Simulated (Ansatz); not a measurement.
# A series in volume per atom on ZnS

Results calculated with Ansatz 0.2.0, not measured. Periodic Kohn-Sham DFT of a crystal at fixed atoms; pressure and stress are positive in compression; the energy is the free energy less that of spherical unpolarised free atoms; site moments are those in the method's own spheres, positive along +z.

Cell of the first row (space group P6_3mc, No. 186):
```
cell vectors (Å)
   3.7332     0.0000     0.0000
  -1.8666     3.2330     0.0000
   0.0000     0.0000     6.1067
atoms (fractions of the cell vectors)
Zn  0.33333  0.66667  0.00000
Zn  0.66667  0.33333  0.50000
S   0.33333  0.66667  0.38500
S   0.66667  0.33333  0.88500
```

Settings of every row: method all-electron LAPW; functional PBE; relativity scalar; k mesh 8x8x5; filling fermi-dirac; smearing width 0.03 eV; basis error target 1 meV/atom; nucleus gaussian.

Atom start moment: 0 on all atoms.

| row | volume per atom (Å³) | pressure (GPa) | energy less free atoms (eV/atom) |
| --- | --- | --- | --- |
| 1 | 18.427 | 7.932 | -3.3709 |
| 2 | 18.436 | 7.878 | -3.3714 |
| 3 | 18.819 | 5.868 | -3.3877 |
| 4 | 19.211 | 4.013 | -3.3998 |
| 5 | 19.407 | 3.157 | -3.4042 |
| 6 | 19.603 | 2.345 | -3.4075 |
| 7 | 19.799 | 1.574 | -3.4099 |
| 8 | 19.995 | 0.844 | -3.4114 |
| 9 | 20.387 | ? | ? |
| 10 | 20.779 | -1.723 | -3.409 |

Question: what pressure and energy less free atoms should row 9 give?

Worked fit of pressure. Take u = (V_r/V)^(2/3) − 1 with V_r = 19.407 Å³ an atom, which is twice the finite (Eulerian) strain; such expansions in the strain, on which the Birch-Murnaghan equation of state is built, carry the rest volume and the bulk modulus. The shown rows have u = 0.03515, 0.03481, 0.02072, 0.00679, 0, -0.00668, -0.01324, -0.0197, -0.04452. Least squares give pressure = 3.1571 + 123.855 × u + 330.92 × u² + 249 × u³ GPa; a parabola predicts inner rows, each left out in turn, worse (root mean square 0.0037 against 0.0015 GPa). The rows lie off it by 0.002, -0.002, 0.000, 0.000, 0.000, 0.001, -0.001, 0.000, 0.000. The pressure vanishes at u = -0.0275, or V = 20.23 Å³ an atom, and there the bulk modulus at fixed shape and fractions is B = −V dP/dV = (2/3)(1 + u) dP/du = 68.9 GPa. Letting shape and atoms relax would as a rule lower it, by much in layered, chain or molecular crystals. The withheld row has u = -0.03231, so the fit gives 3.1571 + 123.855 × (-0.03231) + 330.92 × (-0.03231)² + 249 × (-0.03231)³ = -0.508 GPa.

The calculation gave -0.507 GPa. The fit lies 0.001 GPa (0.01 % of the column's range) below it, one unit of the last digit.

Worked fit of energy less free atoms. Take u = (V_r/V)^(2/3) − 1 with V_r = 19.407 Å³ an atom, which is twice the finite (Eulerian) strain; such expansions in the strain, on which the Birch-Murnaghan equation of state is built, carry the rest volume and the bulk modulus. The shown rows have u = 0.03515, 0.03481, 0.02072, 0.00679, 0, -0.00668, -0.01324, -0.0197, -0.04452. Least squares give energy less free atoms = −3.40415 + 0.576 × u + 10.499 × u² eV/atom; a straight line predicts inner rows, each left out in turn, worse (root mean square 0.0065 against 4.2e-05 eV/atom). All shown rows lie on it to the printed digit. Its lowest point lies at u = -0.0274, or V = 20.23 Å³ an atom, and the curvature there gives the bulk modulus at fixed shape and fractions, B = (4/9)(1 + u)² E″(u)/V = 69.9 GPa. Letting shape and atoms relax would as a rule lower it, by much in layered, chain or molecular crystals. The withheld row has u = -0.03231, so the fit gives −3.40415 + 0.576 × (-0.03231) + 10.499 × (-0.03231)² = -3.4118 eV/atom.

The calculation gave -3.4118 eV/atom. The fit meets it to the printed digit.
